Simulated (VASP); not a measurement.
Input of a VASP 6.6.1 run:

File INCAR:

```
SYSTEM = Fe
  PREC = Accurate
  ENCUT = 520
  EDIFF = 1E-7
  ISMEAR = 0
  SIGMA = 0.1
  LREAL = .False.
  LASPH = .True.
  NELM = 100
  ALGO = Normal
  ISIF = 4
  LWAVE = .False.
  LCHARG = .False.
  ISPIN = 2
  MAGMOM = 2.5 -2.5
  LORBIT = 11
  LMAXMIX = 4
  GGA = PE
  IBRION = 2
  NSW = 80
  EDIFFG = -0.002
```

KPOINTS

```
Automatic mesh
0
Gamma
  18 18 10
  0 0 0
```

POSCAR

```
Fe                                      
1.0
   -1.2331350400      1.2331350400      1.7437887655
    1.2331350400     -1.2331350400      1.7437887655
    2.6539490806      2.6539490806      0.0000000000
  Fe            
     2
Direct
     0.0000000000000000    0.0000000000000000    0.0000000000000000
     0.5000000000000000    0.5000000000000000    0.5000000000000000
```

Potentials or basis: VASP PAW PBE potentials, release 64 (Fe).

The run is started by

```console
$ cat potpaw_PBE.64/Fe/POTCAR > POTCAR
$ mpirun -np 1 vasp_std > vasp.out
```

**Question.** What does it give for the site moments?

**Answer.** Fe +1.80, -1.80 μB.

**Question.** Predict the band gap on the k mesh.

**Answer.** None (metal or under the smearing width).

**Question.** Estimate the net moment.

**Answer.** 0.00 μB per cell.

Step by step:
| step | energy change (eV) | largest force (eV/Å) | pressure (GPa) | volume (Å³) |
| --- | --- | --- | --- | --- |
| 1 | 0.0000 | 0.0000 | -9.94 | 22.83 |
| 2 | -0.0027 | 0.0000 | -9.50 | 22.83 |
| 3 | -0.0030 | 0.0000 | -9.28 | 22.83 |
